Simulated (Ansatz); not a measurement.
## Residual resistivity of an alloy: Mo(100) with 4 layers of random Mo-Ta, 2x2

Aim: the residual resistivity of a random alloy, from Mo(100) with 4 layers of random Mo-Ta, 2x2 and longer regions.

Method: Ansatz plane-wave DFT, PBE, PAW files; ballistic transport by layer matching (Landauer), zero bias; PAW set soft_1, in Ansatz 0.2.0.

## (1) Set-up

The cell holds 56 atoms: 52 Mo and 4 Ta. Its edges and angles: a = 6.294 Å, b = 6.294 Å, c = 22.029 Å, α = 90.0°, β = 90.0°, γ = 90.0°. It derives from Mo. Regions: lead, 40 atoms (40 Mo); scattering region, 16 atoms (4 Ta and 12 Mo). The structure is stacked along c, and the current runs across the ab planes.

## (2) With 4 alloy layers

In 4 layers a share of 0.25 of the sites is given to Ta at random. The layers about the cell's end stay perfect and serve as the lead. Disorder leaves little or no symmetry, which makes such runs dear. Energies from -0.05 to 0.05 eV in steps of 0.05 eV are too few for the program's thermal sum, so it prints no conductance; for a metal the transmission near the Fermi level serves, at a fraction of the cost.

File input.yaml:

```yaml
crystal:
  lattice:
    - [6.294, 0.0, 0.0]
    - [0.0, 6.294, 0.0]
    - [0.0, 0.0, 22.029]
  atoms:
    - { symbol: Mo, position: [0.0, 0.0, 0.0357142857] }
    - { symbol: Mo, position: [0.0, 0.5, 0.0357142857] }
    - { symbol: Mo, position: [0.5, 0.0, 0.0357142857] }
    - { symbol: Mo, position: [0.5, 0.5, 0.0357142857] }
    - { symbol: Mo, position: [0.25, 0.25, 0.1071428571] }
    - { symbol: Mo, position: [0.25, 0.75, 0.1071428571] }
    - { symbol: Mo, position: [0.75, 0.25, 0.1071428571] }
    - { symbol: Mo, position: [0.75, 0.75, 0.1071428571] }
    - { symbol: Mo, position: [0.0, 0.0, 0.1785714286] }
    - { symbol: Mo, position: [0.0, 0.5, 0.1785714286] }
    - { symbol: Mo, position: [0.5, 0.0, 0.1785714286] }
    - { symbol: Mo, position: [0.5, 0.5, 0.1785714286] }
    - { symbol: Mo, position: [0.25, 0.25, 0.25] }
    - { symbol: Mo, position: [0.25, 0.75, 0.25] }
    - { symbol: Mo, position: [0.75, 0.25, 0.25] }
    - { symbol: Mo, position: [0.75, 0.75, 0.25] }
    - { symbol: Mo, position: [0.0, 0.0, 0.3214285714] }
    - { symbol: Mo, position: [0.0, 0.5, 0.3214285714] }
    - { symbol: Mo, position: [0.5, 0.0, 0.3214285714] }
    - { symbol: Mo, position: [0.5, 0.5, 0.3214285714] }
    - { symbol: Ta, position: [0.25, 0.25, 0.3928571429] }
    - { symbol: Mo, position: [0.25, 0.75, 0.3928571429] }
    - { symbol: Mo, position: [0.75, 0.25, 0.3928571429] }
    - { symbol: Mo, position: [0.75, 0.75, 0.3928571429] }
    - { symbol: Mo, position: [0.0, 0.0, 0.4642857143] }
    - { symbol: Mo, position: [0.0, 0.5, 0.4642857143] }
    - { symbol: Ta, position: [0.5, 0.0, 0.4642857143] }
    - { symbol: Mo, position: [0.5, 0.5, 0.4642857143] }
    - { symbol: Mo, position: [0.25, 0.25, 0.5357142857] }
    - { symbol: Mo, position: [0.25, 0.75, 0.5357142857] }
    - { symbol: Mo, position: [0.75, 0.25, 0.5357142857] }
    - { symbol: Mo, position: [0.75, 0.75, 0.5357142857] }
    - { symbol: Ta, position: [0.0, 0.0, 0.6071428571] }
    - { symbol: Mo, position: [0.0, 0.5, 0.6071428571] }
    - { symbol: Mo, position: [0.5, 0.0, 0.6071428571] }
    - { symbol: Ta, position: [0.5, 0.5, 0.6071428571] }
    - { symbol: Mo, position: [0.25, 0.25, 0.6785714286] }
    - { symbol: Mo, position: [0.25, 0.75, 0.6785714286] }
    - { symbol: Mo, position: [0.75, 0.25, 0.6785714286] }
    - { symbol: Mo, position: [0.75, 0.75, 0.6785714286] }
    - { symbol: Mo, position: [0.0, 0.0, 0.75] }
    - { symbol: Mo, position: [0.0, 0.5, 0.75] }
    - { symbol: Mo, position: [0.5, 0.0, 0.75] }
    - { symbol: Mo, position: [0.5, 0.5, 0.75] }
    - { symbol: Mo, position: [0.25, 0.25, 0.8214285714] }
    - { symbol: Mo, position: [0.25, 0.75, 0.8214285714] }
    - { symbol: Mo, position: [0.75, 0.25, 0.8214285714] }
    - { symbol: Mo, position: [0.75, 0.75, 0.8214285714] }
    - { symbol: Mo, position: [0.0, 0.0, 0.8928571429] }
    - { symbol: Mo, position: [0.0, 0.5, 0.8928571429] }
    - { symbol: Mo, position: [0.5, 0.0, 0.8928571429] }
    - { symbol: Mo, position: [0.5, 0.5, 0.8928571429] }
    - { symbol: Mo, position: [0.25, 0.25, 0.9642857143] }
    - { symbol: Mo, position: [0.25, 0.75, 0.9642857143] }
    - { symbol: Mo, position: [0.75, 0.25, 0.9642857143] }
    - { symbol: Mo, position: [0.75, 0.75, 0.9642857143] }
kpoints:
  mp_grid: { grid: [4, 4, 1] }
hamiltonian:
  xc: pbe
  pseudopotentials: { kind: paw, azcp: { folder: soft_1 } }
scf:
  occupations: { method: fermi_dirac, width: 0.1 }
output:
  transmission: { leads: [[0, 4]], kmesh: [8, 8], e_range: [-0.05, 0.05], de: 0.05 }
  write_potential: true
  write_density: true
  volumetric_format: npy
```

Started as:

```bash
> ansatz run input.yaml --threads 4 --pin off --max-ram 15360MiB --backend cpu --events-out ev --progress --plain --runs-dir out
```

Numbers of over 12 decimals in the logs are rounded to 6 here.

What it wrote:

```text
Engine: ansatz 0.2.0, x86_64-unknown-linux-gnu
Pseudopotentials: kind: paw
Pseudopotential: Mo, paw, valence charge 14, recommended cutoff 420 eV (normal), soft_1/Mo.paw.azcp
Pseudopotential: Ta, paw, valence charge 13, recommended cutoff 420 eV (normal), soft_1/Ta.paw.azcp
Functional definition: PBE
  parameter kappa = 0.804
  parameter beta = 0.066725
  exchange = pbe_x(kappa = kappa, mu = beta*pi^2/3)
  correlation = pbe_c(beta = beta)
Crystal: 56 atoms, lattice volume = 872.666 Å³
Basis set: ecut = 420 eV, 17109 PW (Γ)
Bands: 468, of which v1, the nominal top of the filled ones, is band 390 counted from 1 (389 counted from 0)
Symmetry: 2 space group operations
Space group: Cm (ITA 8), of the structure as read, at distance tolerance 9.6e-5 Å
k-points: 7 of 16 (time reversal used)
Non-local potential: Mo, projectors of the file, l = 0: 3, l = 1: 2, l = 2: 2, l = 3: 1
Non-local potential: Ta, projectors of the file, l = 0: 3, l = 1: 2, l = 2: 2, l = 3: 1
PAW form: soft (Blöchl's): semilocal exchange-correlation on the pseudo side does not see the compensation charge
PAW one-centre angular grid: Mo, 590 points (default); XC on 64 Gauss nodes
PAW one-centre angular grid: Ta, 590 points (default); XC on 64 Gauss nodes
Initial density: superposition of atomic densities (chi_scale 0.1, normalization cell, long waves of neutral atoms (reshape's long-wave potential 4.41 eV rms, cloud 3.24 Å wide))
Initial wavefunctions: pseudopotential atomic-orbital guess
Functional: x = pbe(κ = 0.804, μ = 0.219515), c = pbe(β = 0.066725)
SCF iter   1: F=—  HF=-297512.359094 eV  |F-HF|=—  |Δ(HF+E_count)|=         —  Δρ=1.32e-1  dr2=6.78e2  ethr=3.10e-3  ⟨swp⟩=4.3  Hψ=12218  notcnv=0
preconditioner: auto → Kerker (q_TF=auto, 2.678 Å⁻¹)  [metal: Δε(μ)=0.010 eV  Ē_g=4.747 eV  σ=0.100 eV  W_gap=0.02  n_scr=286 (ndim 8)  ℏωp=22.9 eV  f_vac=0.000  D(μ)=28.01/eV (n_scr^D=220)]
SCF iter   2: F=—  HF=-297467.348784 eV  |F-HF|=—  |Δ(HF+E_count)|=    4.50e1  Δρ=7.24e-2  dr2=2.60e2  ethr=3.10e-3  ⟨swp⟩=3.0  Hψ=6632  notcnv=0
SCF iter   3: F=—  HF=-297449.887024 eV  |F-HF|=—  |Δ(HF+E_count)|=    1.75e1  Δρ=9.72e-3  dr2=7.00e0  ethr=3.10e-3  ⟨swp⟩=2.7  Hψ=6627  notcnv=0
SCF iter   4: F=—  HF=-297449.690471 eV  |F-HF|=—  |Δ(HF+E_count)|=   1.97e-1  Δρ=1.64e-3  dr2=5.48e-1  ethr=8.97e-4  ⟨swp⟩=2.0  Hψ=4153  notcnv=0
SCF iter   5: F=—  HF=-297449.685122 eV  |F-HF|=—  |Δ(HF+E_count)|=   5.35e-3  Δρ=6.55e-4  dr2=4.15e-2  ethr=7.03e-5  ⟨swp⟩=1.0  Hψ=3276  notcnv=0
SCF iter   6: F=—  HF=-297449.684245 eV  |F-HF|=—  |Δ(HF+E_count)|=   8.78e-4  Δρ=1.97e-4  dr2=8.98e-4  ethr=5.33e-6  ⟨swp⟩=1.0  Hψ=3276  notcnv=0
SCF iter   7: F=—  HF=-297449.684219 eV  |F-HF|=—  |Δ(HF+E_count)|=   2.58e-5  Δρ=3.02e-5  dr2=1.43e-5  ethr=1.15e-7  ⟨swp⟩=2.0  Hψ=3811  notcnv=0
SCF iter   8: F=—  HF=-297449.683285 eV  |F-HF|=—  |Δ(HF+E_count)|=   9.34e-4  Δρ=6.32e-6  dr2=9.49e-7  ethr=1.83e-9  ⟨swp⟩=2.0  Hψ=4686  notcnv=0
SCF iter   9: F=—  HF=-297449.683285 eV  |F-HF|=—  |Δ(HF+E_count)|=   8.27e-8  Δρ=1.26e-6  dr2=1.31e-7  ethr=1.28e-11  ⟨swp⟩=8.0  Hψ=9685  notcnv=0
SCF iter  10: F=-297449.683285 eV  HF=-297449.683285 eV  |F-HF|=4.31e-9  |Δ(HF+E_count)|=   5.01e-9  Δρ=3.21e-7  dr2=4.83e-9  ethr=1.28e-11  ⟨swp⟩=2.0  Hψ=6005  notcnv=0
SCF 1 converged in 10 iterations: F = -297449.683285 eV  dr2 = 4.83e-9
  greatest PAW one-centre occupation: 0.999 electrons in one spin orbital (limit 2), on the Ta atom at site 35 (counted from 0), in its partial waves of l = 0
transmission: 90 of 882 steps passed
transmission: 177 of 882 steps passed
[...]
transmission: 882 of 882 steps passed
SCF converged after 10 iterations
Free energy (F): -297449.683285 eV
Harris-Foulkes:  -297449.683285 eV  (|F-HF|=4.31e-9)
Internal energy: -297448.514429 eV  (E = F + TS)
E sigma→0 (E₀):  -297449.098857 eV
Entropy (-TS):   -1.168856 eV (-20.872 meV/atom)
Fermi energy:    21.240052 eV
--- Per-component energies (eV) ---
  E_band       = -3061.749835
  E_kinetic    = 23570.843010
  E_local      = -41883.914954  (includes V_loc(G=0)·N_el)
  E_nonlocal   = 7659.105007
  E_hartree    = 14351.901960
  E_xc         = -10470.142247
  E_vxc        = -12387.878303  (∫ρ·V_xc dr)
  E_paw        = -200235.589684  (= ΣΔE_a)
  E_vpaw       = -8723.711748  (= ΣTr[D̂ρ^β])
  E_aug_tail   = 0.002834  (compensation charges beyond the density's cutoff)
  E_ewald      = -90440.720355
  E_smearing   = -1.168856  (= −TS)
  E_closure    = -0.000000  (closes the sum)
  Σ components = -297449.683285   (vs F -297449.683285, Δ=0.00e0)
--- Band table (eV; the first three rows and the last of 7) ---
  k-point 0: bands = [... 386 lower, 21.2284, 21.2314, 21.2878, 21.2990, 21.3047, 21.3087, 21.3686, 21.3944, ... 74 higher]
  k-point 1: bands = [... 386 lower, 21.2674, 21.3121, 21.3371, 21.3537, 21.3888, 21.4000, 21.4140, 21.4310, ... 74 higher]
  k-point 2: bands = [... 386 lower, 20.6017, 20.6280, 21.3471, 21.3777, 21.4243, 21.4451, 21.4458, 21.4775, ... 74 higher]
  k-point 6: bands = [... 386 lower, 19.7772, 19.8367, 20.5160, 20.5595, 20.5670, 20.6071, 21.5588, 21.6086, ... 74 higher]
--- Transmission ---
  basis      : 349 plane waves across, 42 finite elements along
  points     : 21, standing for a mesh of 8 x 8
  energies   : 3 from -0.050000 to 0.050000 eV about the Fermi level, 0.050000 eV apart; the leads are filled to 0.000000 eV, and channels, transmission and decay are at 0.000000 eV
  crystal 0  : Mo4, at the sites [0, 4], period 1.5735 Å, over 15.73 Å; its Hamiltonian steps by up to 6.9 meV
    offset         : up to 0.0000 Å between an atom of the period and one for which it stands
    channels       : 6.781250e0 a spin
    conductance    : none, the energies end too early or step too widely for 300 K: set another output.transmission.e_range or a lower de, or, where they end at an eighth of basis.ecutwfc, a higher one
    slowest decay  : 0.0518 /Å at (0.5000, 0.3750)
  junction   : crystal 0 to crystal 0, 0.70 to 21.15 Å
    transmission   : 5.126829e0 a spin
    conductance    : none, the energies end too early or step too widely for 300 K: set another output.transmission.e_range or a lower de, or, where they end at an eighth of basis.ecutwfc, a higher one
```

Elapsed: 4.4 min, on 4 threads of AMD EPYC 9R14 (Zen 4), shared host; peak memory 7.4 GiB; 17 min of CPU time.

Reading the cycles: dr2 is the Hartree energy of the density residual (eV), the measure of convergence; HF is the Harris–Foulkes estimate of the energy, which meets the free energy F at convergence.

Numbers from this step:

- free energy: -297449.6833 eV
- energy at zero smearing: -297449.0989 eV
- Fermi energy: 21.24 eV
- cell area: 39.61 Å²
- transmission per spin nearest the Fermi level: 5.127
- open channels per spin nearest the Fermi level: 6.781
- step of the lead's potential: 6.9 meV

Per spin. Transmission, zone mean against energy, zero at the Fermi level:

```
energy (eV)  transmission, zone mean
    -0.0500                     5.06
     0.0000                     5.13
     0.0500                     5.21
```

Per spin. Open channels, zone mean, lead against energy, zero at the Fermi level:

```
energy (eV)  open channels, zone mean, lead
    -0.0500                            6.59
     0.0000                            6.78
     0.0500                            6.91
```

Transmission over k1 and k2. At 0.0000 eV from the Fermi level.

Values, 8 rows by 8 columns:
```
 0.0  1.0  1.7  4.1  5.8  4.1  1.7  1.0
 2.3  1.7  2.2  8.2 10.3  8.2  2.3  1.7
 3.6  4.1  8.2 12.0 12.0 11.8  8.2  4.1
 3.7  5.8 10.3 12.0 12.3 12.0 10.3  5.8
 3.6  4.1  8.2 11.8 12.0 12.0  8.2  4.1
 2.3  1.7  2.3  8.2 10.3  8.2  2.2  1.7
 0.0  1.0  1.7  4.1  5.8  4.1  1.7  1.0
 0.0  0.0  2.3  3.6  3.7  3.6  2.3  0.0
```
Columns: k1 (b1) from -0.5 to 0.375; rows upwards: k2 (b2) from -0.5 to 0.375.

Open channels over k1 and k2. At 0.0000 eV from the Fermi level.

Ten even steps from '0' (0.0) to '9' (15.0):
```
00134310
21489841
23899983
24999994
23899983
21489841
00134310
00222220
```
Columns: k1 (b1) from -0.5 to 0.375; rows upwards: k2 (b2) from -0.5 to 0.375.

Over the solved energies the transmission per spin lies between 5.06 and 5.21, out of 6.76 channels of the lead on average (up to 6.91).

## (3) With 8 alloy layers

In 8 layers a share of 0.25 of the sites is given to Ta at random. A fresh draw is used; the growth of the resistance with length is what counts.

System of this step: Mo(100) with 8 layers of random Mo-Ta, 2x2. The cell holds 72 atoms: 64 Mo and 8 Ta. Cell: a = 6.294 Å, b = 6.294 Å, c = 28.323 Å, α = 90.0°, β = 90.0°, γ = 90.0°. It derives from Mo. Regions: lead, 40 atoms (40 Mo); scattering region, 32 atoms (24 Mo and 8 Ta). The structure is stacked along c, and the current runs across the ab planes.

File input.yaml:

```yaml
crystal:
  lattice:
    - [6.294, 0.0, 0.0]
    - [0.0, 6.294, 0.0]
    - [0.0, 0.0, 28.323]
  atoms:
    - { symbol: Mo, position: [0.0, 0.0, 0.0277777778] }
    - { symbol: Mo, position: [0.0, 0.5, 0.0277777778] }
    - { symbol: Mo, position: [0.5, 0.0, 0.0277777778] }
    - { symbol: Mo, position: [0.5, 0.5, 0.0277777778] }
    - { symbol: Mo, position: [0.25, 0.25, 0.0833333333] }
    - { symbol: Mo, position: [0.25, 0.75, 0.0833333333] }
    - { symbol: Mo, position: [0.75, 0.25, 0.0833333333] }
    - { symbol: Mo, position: [0.75, 0.75, 0.0833333333] }
    - { symbol: Mo, position: [0.0, 0.0, 0.1388888889] }
    - { symbol: Mo, position: [0.0, 0.5, 0.1388888889] }
    - { symbol: Mo, position: [0.5, 0.0, 0.1388888889] }
    - { symbol: Mo, position: [0.5, 0.5, 0.1388888889] }
    - { symbol: Mo, position: [0.25, 0.25, 0.1944444444] }
    - { symbol: Mo, position: [0.25, 0.75, 0.1944444444] }
    - { symbol: Mo, position: [0.75, 0.25, 0.1944444444] }
    - { symbol: Mo, position: [0.75, 0.75, 0.1944444444] }
    - { symbol: Mo, position: [0.0, 0.0, 0.25] }
    - { symbol: Mo, position: [0.0, 0.5, 0.25] }
    - { symbol: Mo, position: [0.5, 0.0, 0.25] }
    - { symbol: Mo, position: [0.5, 0.5, 0.25] }
    - { symbol: Mo, position: [0.25, 0.25, 0.3055555556] }
    - { symbol: Mo, position: [0.25, 0.75, 0.3055555556] }
    - { symbol: Mo, position: [0.75, 0.25, 0.3055555556] }
    - { symbol: Mo, position: [0.75, 0.75, 0.3055555556] }
    - { symbol: Mo, position: [0.0, 0.0, 0.3611111111] }
    - { symbol: Mo, position: [0.0, 0.5, 0.3611111111] }
    - { symbol: Mo, position: [0.5, 0.0, 0.3611111111] }
    - { symbol: Mo, position: [0.5, 0.5, 0.3611111111] }
    - { symbol: Mo, position: [0.25, 0.25, 0.4166666667] }
    - { symbol: Ta, position: [0.25, 0.75, 0.4166666667] }
    - { symbol: Mo, position: [0.75, 0.25, 0.4166666667] }
    - { symbol: Mo, position: [0.75, 0.75, 0.4166666667] }
    - { symbol: Ta, position: [0.0, 0.0, 0.4722222222] }
    - { symbol: Mo, position: [0.0, 0.5, 0.4722222222] }
    - { symbol: Mo, position: [0.5, 0.0, 0.4722222222] }
    - { symbol: Ta, position: [0.5, 0.5, 0.4722222222] }
    - { symbol: Ta, position: [0.25, 0.25, 0.5277777778] }
    - { symbol: Mo, position: [0.25, 0.75, 0.5277777778] }
    - { symbol: Mo, position: [0.75, 0.25, 0.5277777778] }
    - { symbol: Mo, position: [0.75, 0.75, 0.5277777778] }
    - { symbol: Mo, position: [0.0, 0.0, 0.5833333333] }
    - { symbol: Mo, position: [0.0, 0.5, 0.5833333333] }
    - { symbol: Mo, position: [0.5, 0.0, 0.5833333333] }
    - { symbol: Mo, position: [0.5, 0.5, 0.5833333333] }
    - { symbol: Mo, position: [0.25, 0.25, 0.6388888889] }
    - { symbol: Ta, position: [0.25, 0.75, 0.6388888889] }
    - { symbol: Mo, position: [0.75, 0.25, 0.6388888889] }
    - { symbol: Mo, position: [0.75, 0.75, 0.6388888889] }
    - { symbol: Ta, position: [0.0, 0.0, 0.6944444444] }
    - { symbol: Mo, position: [0.0, 0.5, 0.6944444444] }
    - { symbol: Ta, position: [0.5, 0.0, 0.6944444444] }
    - { symbol: Ta, position: [0.5, 0.5, 0.6944444444] }
    - { symbol: Mo, position: [0.25, 0.25, 0.75] }
    - { symbol: Mo, position: [0.25, 0.75, 0.75] }
    - { symbol: Mo, position: [0.75, 0.25, 0.75] }
    - { symbol: Mo, position: [0.75, 0.75, 0.75] }
    - { symbol: Mo, position: [0.0, 0.0, 0.8055555556] }
    - { symbol: Mo, position: [0.0, 0.5, 0.8055555556] }
    - { symbol: Mo, position: [0.5, 0.0, 0.8055555556] }
    - { symbol: Mo, position: [0.5, 0.5, 0.8055555556] }
    - { symbol: Mo, position: [0.25, 0.25, 0.8611111111] }
    - { symbol: Mo, position: [0.25, 0.75, 0.8611111111] }
    - { symbol: Mo, position: [0.75, 0.25, 0.8611111111] }
    - { symbol: Mo, position: [0.75, 0.75, 0.8611111111] }
    - { symbol: Mo, position: [0.0, 0.0, 0.9166666667] }
    - { symbol: Mo, position: [0.0, 0.5, 0.9166666667] }
    - { symbol: Mo, position: [0.5, 0.0, 0.9166666667] }
    - { symbol: Mo, position: [0.5, 0.5, 0.9166666667] }
    - { symbol: Mo, position: [0.25, 0.25, 0.9722222222] }
    - { symbol: Mo, position: [0.25, 0.75, 0.9722222222] }
    - { symbol: Mo, position: [0.75, 0.25, 0.9722222222] }
    - { symbol: Mo, position: [0.75, 0.75, 0.9722222222] }
kpoints:
  mp_grid: { grid: [4, 4, 1] }
hamiltonian:
  xc: pbe
  pseudopotentials: { kind: paw, azcp: { folder: soft_1 } }
scf:
  occupations: { method: fermi_dirac, width: 0.1 }
output:
  transmission: { leads: [[0, 4]], kmesh: [8, 8], e_range: [-0.05, 0.05], de: 0.05 }
  write_potential: true
  write_density: true
  volumetric_format: npy
```

What it wrote:

```text
[...]
Crystal: 72 atoms, lattice volume = 1122.000 Å³
Basis set: ecut = 420 eV, 21955 PW (Γ)
Bands: 600, of which v1, the nominal top of the filled ones, is band 500 counted from 1 (499 counted from 0)
Symmetry: 1 space group operations
[...]
k-points: 10 of 16 (time reversal used)
[...]
SCF iter   1: F=—  HF=-396762.576433 eV  |F-HF|=—  |Δ(HF+E_count)|=         —  Δρ=1.47e-1  dr2=1.64e3  ethr=3.10e-3  ⟨swp⟩=4.4  Hψ=22550  notcnv=0
[...]
SCF iter  10: F=-396655.748503 eV  HF=-396655.748503 eV  |F-HF|=5.01e-8  |Δ(HF+E_count)|=   2.51e-8  Δρ=6.03e-7  dr2=5.17e-8  ethr=1.00e-11  ⟨swp⟩=7.3  Hψ=16369  notcnv=0
SCF 1 converged in 10 iterations: F = -396655.748503 eV  dr2 = 5.17e-8
[...]
transmission: 192 of 1904 steps passed
transmission: 381 of 1904 steps passed
[...]
transmission: 1904 of 1904 steps passed
SCF converged after 10 iterations
Free energy (F): -396655.748503 eV
[...]
Internal energy: -396654.103869 eV  (E = F + TS)
E sigma→0 (E₀):  -396654.926186 eV
Entropy (-TS):   -1.644634 eV (-22.842 meV/atom)
Fermi energy:    21.182317 eV
[...]
--- Band table (eV; the first three rows and the last of 10) ---
  k-point 0: bands = [... 496 lower, 21.1516, 21.1562, 21.1635, 21.1637, 21.1969, 21.2306, 21.2421, 21.2712, ... 96 higher]
  k-point 1: bands = [... 496 lower, 21.1804, 21.1863, 21.1932, 21.2009, 21.2899, 21.3013, 21.3276, 21.3464, ... 96 higher]
  k-point 2: bands = [... 496 lower, 20.8660, 20.8979, 20.9732, 21.0116, 21.2869, 21.3017, 21.3615, 21.3895, ... 96 higher]
  k-point 9: bands = [... 496 lower, 19.8789, 19.9074, 19.9973, 20.0548, 20.6076, 20.6458, 20.7269, 20.7688, ... 96 higher]
--- Transmission ---
  basis      : 349 plane waves across, 56 finite elements along
  points     : 34, standing for a mesh of 8 x 8
[...]
channels       : 6.593750e0 a spin
[...]
slowest decay  : 0.0435 /Å at (0.3750, 0.5000)
  junction   : crystal 0 to crystal 0, 2.27 to 29.02 Å
    transmission   : 4.401743e0 a spin
[...]
```

Run time: 9.9 min. Hardware: 4 threads; peak memory 8.1 GiB; 37 min of CPU time.

Numbers from this step:

```
free energy                                    : -396655.7485 eV
energy at zero smearing                        : -396654.9262 eV
Fermi energy                                   : 21.18 eV
transmission per spin nearest the Fermi level  : 4.402
open channels per spin nearest the Fermi level : 6.594
step of the lead's potential                   : 3.7 meV
```

Per spin. Transmission, zone mean against energy, zero at the Fermi level:

```
energy (eV)  transmission, zone mean
    -0.0500                     4.45
     0.0000                     4.40
     0.0500                     4.29
```

Over the solved energies the transmission per spin lies between 4.29 and 4.45, out of 6.68 channels of the lead on average (up to 6.78).

[end of part 1 of 2]

[Logs are printed without paths, hosts, clocks, repeated set-up lines and the standing remarks that a program may print on its own settings, such as how far it seeks lower states.]

[Hosts, paths, dates, database ids (printed as entryN), source tags and the programs' standing remarks are cut or masked in the printed files.]
